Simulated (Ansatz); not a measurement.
Reaction (ligand exchange at the Si–S bond): `CO[SiH2]S[SiH2]Cl` + `CC(=O)O` → `CC(=O)O[SiH2]Cl` + `CO[SiH2]S`

Isolated molecules relaxed with PBE0-D4/def2-TZVP in Ansatz; ΔE leaves out vibrations. CCSD(T)/CBS adds triple-zeta CCSD(T) − MP2 to the extrapolated MP2 energy (def2 sets, frozen cores). This one scheme is used for every species. DFT in def2-TZVPP. B3LYP here is the variant with VWN-RPA as its local correlation; programs differ in this. One conformer a species, not always the lowest.

`CO[SiH2]S[SiH2]Cl`:

```xyz
13

C    -1.892    0.075   -0.188
O    -0.955   -0.925   -0.522
Si    0.419   -0.730   -1.378
S     2.181   -0.878   -0.158
Si    1.576    0.318    1.478
Cl    0.993    2.205    0.890
H    -1.687    1.017   -0.708
H    -2.890   -0.271   -0.464
H    -1.868    0.261    0.889
H     0.384    0.588   -2.058
H     0.570   -1.844   -2.340
H     0.419   -0.265    2.191
H     2.749    0.450    2.367
```

`CC(=O)O`:

Cartesian coordinates in Å:
```
C -0.114 0.086 0.950
C 0.346 -0.066 -0.465
O 1.484 -0.187 -0.826
O -0.688 -0.052 -1.327
H -0.661 1.025 1.061
H -0.803 -0.722 1.203
H 0.743 0.071 1.617
H -0.308 -0.155 -2.211
```

`CC(=O)O[SiH2]Cl`:

```xyz
11

C     1.551    1.055    0.650
C     0.567   -0.032    0.380
O     0.626   -1.161    0.801
O    -0.449    0.348   -0.410
Si   -1.552   -0.896   -0.705
Cl   -2.945   -0.010   -1.912
H     2.347    0.684    1.291
H     1.042    1.896    1.125
H     1.961    1.418   -0.294
H    -0.923   -1.990   -1.464
H    -2.225   -1.310    0.538
```

`CO[SiH2]S`:

```xyz
10

C    -0.335   -0.466    1.576
O     0.519   -0.075    0.524
Si    0.031   -0.039   -1.041
S     1.517    0.889   -2.235
H     0.164   -0.240    2.520
H    -1.288    0.075    1.548
H    -0.543   -1.541    1.542
H    -1.263    0.692   -1.118
H    -0.122   -1.404   -1.606
H     1.320    2.110   -1.710
```

```tsv
level	ΔE (kcal/mol)
PBE0	-2.9
B3LYP	-6.2
```

Task: What does CCSD(T)/CBS give? (Estimate.)

Result: The calculation gave: -4.1 kcal/mol. The listed levels differ from it by 1.2, -2.1 kcal/mol.

Largest T1 diagnostic among the species: 0.015.

In def2-TZVPP, CCSD(T) changes the Hartree–Fock value by +3.9 kcal/mol (the triples alone add +0.8 kcal/mol) and MP2 by +5.2 kcal/mol. The D4 term adds +3.0 kcal/mol with B3LYP and +1.7 kcal/mol with PBE0; it sums over pairs of atoms, weighted by their polarisabilities, and B3LYP, whose exchange is more repulsive, gets the larger term.

CCSD(T)/CBS has its own doubt, a few kJ/mol and more with outer-core shells, so smaller differences from it don't rank the levels.
